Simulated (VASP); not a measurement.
Set up this calculation in VASP 6.6.1, as the native input.

| Quantity | Value |
| --- | --- |
| Task | single point |
| Functional | PBEsol |
| Potentials or basis | VASP PAW PBE potentials, release 64 (Ir) |
| Cutoff | 520 eV |
| k mesh | 18 × 18 × 10 |
| Occupations | gaussian, width 0.1 eV |
| Spin | no spin polarisation |
| Dipole correction | no |
| Further INCAR settings | ALGO = Normal; EDIFF = 1e-06; NBANDS = 16 |

The structure of Ir lies in POSCAR:

```
Ir
1.0
    2.7189969370      0.0000000000      0.0000000000
   -1.3594984685      2.3547204202      0.0000000000
    0.0000000000      0.0000000000      4.4082208311
Ir
2
Direct
    0.6666666667      0.3333333333      0.7500000000
    0.3333333333      0.6666666667      0.2500000000
```

This isn't the form of Ir at room conditions, which is fcc.

The input as run:

INCAR

```
PREC = Accurate
ENCUT = 520
EDIFF = 1E-6
ISMEAR = 0
SIGMA = 0.1
LREAL = False
LASPH = True
NELM = 100
ALGO = Normal
ISIF = 2
LWAVE = False
LCHARG = False
GGA = PS
NBANDS = 16
```

KPOINTS

```
regular mesh
0
Gamma
  18 18 10
```

Potentials or basis: VASP PAW PBE potentials, release 64 (Ir).

Run with:

```bash
$ cat potpaw_PBE.64/Ir/POTCAR > POTCAR
$ mpirun -np 1 vasp_std > vasp.out
```

Results of the run:

```yaml
Pressure: 1.0 GPa
Band_gap_on_the_k_mesh: none (metal or under the smearing width)
```

Caveat: the PAW data sets were made with another functional, which shifts forces and pressure a little.

Run time: 54 s on 1 thread of Intel(R) Xeon(R) Platinum 8259CL CPU @ 2.50GHz (Skylake/Cascade Lake) (shared host), peak memory 0.21 GiB.
